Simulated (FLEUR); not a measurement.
## CoO under changes of volume

One of the cells (9.684 Å³/atom); the others are scaled copies at fixed shape and fractional positions:

```
Co O
1.0
     0.00000    2.13150    2.13150
     2.13150    0.00000    2.13150
     2.13150    2.13150    0.00000
Co O
1 1
Cartesian
  0.0000 0.0000 0.0000
  2.1315 2.1315 2.1315
```

- Program: FLEUR MaX-R8.1 (patched build s14)
- Functional: LDA (von Barth-Hedin)
- Potentials or basis: all-electron
- Basis: FLAPW
- Kmax: 4.46 1/bohr
- k mesh: 11 × 11 × 11
- Occupations: fermi-dirac, width 0.05 eV
- Spin: collinear spin, ferromagnetic start
- Starting moments: [2.0, 0.0] μB

```csv
volume (Å³/atom),energy over the lowest point (meV/atom),moment (μB per cell)
9.103,0.00,2.38
9.297,?,?
9.684,66.26,2.80
10.071,123.36,2.91
10.265,155.22,2.95
```

Problem. What does the run at 9.297 Å³/atom give?

Solution. Energy over the lowest point 21.24 meV/atom; moment 2.53 μB per cell.

Worked out: A Birch-Murnaghan fit of order 2 (a polynomial in V^(-2/3)) to the other rows has no minimum within the range. It gives 19.07 meV/atom at 9.297 Å³/atom, against the run's 21.24. A parabola through the other rows of the moment, of slope 0.784 μB per Å³/atom there, gives 2.55 μB, against the run's 2.53.

Energies are extrapolated to zero smearing.

Caveats: the plane-wave cutoff is short for the semicore states, which can make moduli rough; a cell with one magnetic atom can't hold antiferromagnetic order, which such compounds often take.
